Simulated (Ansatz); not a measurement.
The calculation used Ansatz 0.2.0, DFT PBE, scalar-relativistic, plane waves, PAW. Settings: cutoff 420 eV, Γ-centred meshes no coarser than 0.19 Å⁻¹ for metals and 0.3 Å⁻¹ for insulators (2π included), Gaussian smearing.

All energies are static (0 K, no zero-point motion). Only the structures computed here compete, so a lower one can exist. The k mesh leaves about 4 meV/atom of noise in metals. No run is spin-polarised.

5 distinct structures were compared, and only named types are asked about.

(1) Which is lower for InSe, the rock salt or the CoSn (In on Co sites) structure, and by how much?

(2) Which is lower for InSe, the caesium chloride or the rock salt structure, and by how much?

(3) Which is lower for InSe, the CoSn (In on Co sites) or the caesium chloride structure, and by how much?

## Answers

(1) The rock salt structure, by 298 meV/atom. It takes 25.9 Å³/atom against 28.2.

(2) The rock salt structure, by 246 meV/atom. It takes 25.9 Å³/atom against 23.9.

(3) The caesium chloride structure, by 52 meV/atom. It takes 23.9 Å³/atom against 28.2.